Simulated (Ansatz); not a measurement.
# Equation of state of PbSe

```
CELL_PARAMETERS angstrom
0.00000 3.10796 3.10796
3.10796 0.00000 3.10796
3.10796 3.10796 0.00000
ATOMIC_POSITIONS crystal
Pb 0.00000 0.00000 0.00000
Se 0.50000 0.50000 0.50000
```

The cell was built from the rocksalt type and relaxed in the same program, and has space group Fm-3m; it needn't be a known or the stable phase.

Spin–orbit coupling is left out, though it moves levels of the heavy atoms by tenths of an eV or more.

All numbers are computed: DFT, PBE, all-electron LAPW, scalar-relativistic (Ansatz 0.2.0); DFT, PBE, PAW with Ansatz's default frozen-core files, scalar-relativistic (Ansatz 0.2.0).

For LAPW: a Γ-centred 10×10×10 k mesh, Fermi–Dirac smearing of 0.03 eV, basis error target 0.5 meV/atom, no spin polarisation. PAW takes a cutoff of 420 eV at this cell. The Ansatz runs share mesh, smearing and spin set-up. Plane-wave (PAW) pressures include the program's estimate of the Pulay term.

The cell above is scaled evenly, with fractional coordinates and shape held.

| V/V(cell) | V (Å³/atom) | P, LAPW (GPa) | P, PAW (GPa) | gap on the k mesh, LAPW (eV) | free energy over the lowest listed, PAW (meV/atom) |
| --- | --- | --- | --- | --- | --- |
| 0.9500 | 28.520 | 2.74 | 2.74 | 0.27 | 12.5 |
| 0.9750 | 29.271 | 1.31 | 1.30 | 0.35 | 3.1 |
| 1.0000 | 30.021 | 0.05 | 0.05 | 0.43 | 0.0 |
| 1.0250 | 30.772 | -1.05 | -1.05 | 0.50 | 2.4 |
| 1.0500 | 31.522 | -2.00 | -2.01 | 0.56 | 9.6 |

Problem. What do Birch–Murnaghan fits to the pressures give?

Solution. LAPW: V0 = 30.05 Å³/atom, B0 = 47 GPa, B0′ = 4.4; PAW: V0 = 30.05 Å³/atom, B0 = 47 GPa, B0′ = 4.4.

PAW's V0 lies -0.01 % from the all-electron value and its B0 0.0 %. Symmetry fixes shape and coordinates here, so this is the relaxed modulus.
